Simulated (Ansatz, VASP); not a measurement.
**NiO: VASP beside Ansatz**

```
Ni O
1.0
     0.00000    2.15487    2.15487
     2.15487    0.00000    2.15487
     2.15487    2.15487    0.00000
Ni O
1 1
Direct
  0.00000 0.00000 0.00000
  0.50000 0.50000 0.50000
```

Alike in both runs: task single point; functional PBE; k mesh 12 × 12 × 12; occupations gaussian, width 0.02 eV; collinear spin; Hubbard terms Ni d U = 6.2 eV.

```csv
,VASP,Ansatz
version,VASP 6.6.1,Ansatz 0.2.0
potentials or method,"VASP PAW PBE potentials, release 64 (Ni, O)","scalar-relativistic, plane waves, PAW"
plane-wave cutoff (eV),520,420
valence electrons in the cell,16,24
```

|  | VASP | Ansatz | Ansatz less VASP |
| --- | --- | --- | --- |
| gap on the k mesh at the Fermi level (eV) | 2.19 | 1.79 | -0.405 |
| least direct gap on the mesh (eV) | 2.96 | 2.81 | -0.141 |
| pressure (GPa) | -12.2 | -5.0 | +7.19 |
| net moment per atom (μB) | 1.00 | 1.00 | 0.000 |
| size of the moment on the site where the two differ most (μB) | 1.83 | 1.74 | -0.085 |

Site moments also hang on the region over which each program counts them. The programs project onto different local orbitals, so the same U acts differently. The two sets of potentials don't hold the same shells in valence.

Caveats: a cell with one magnetic atom can't hold antiferromagnetic order, which such compounds often take. The state reached can hang on the start; a lower one may exist. A k mesh can miss the band edges.
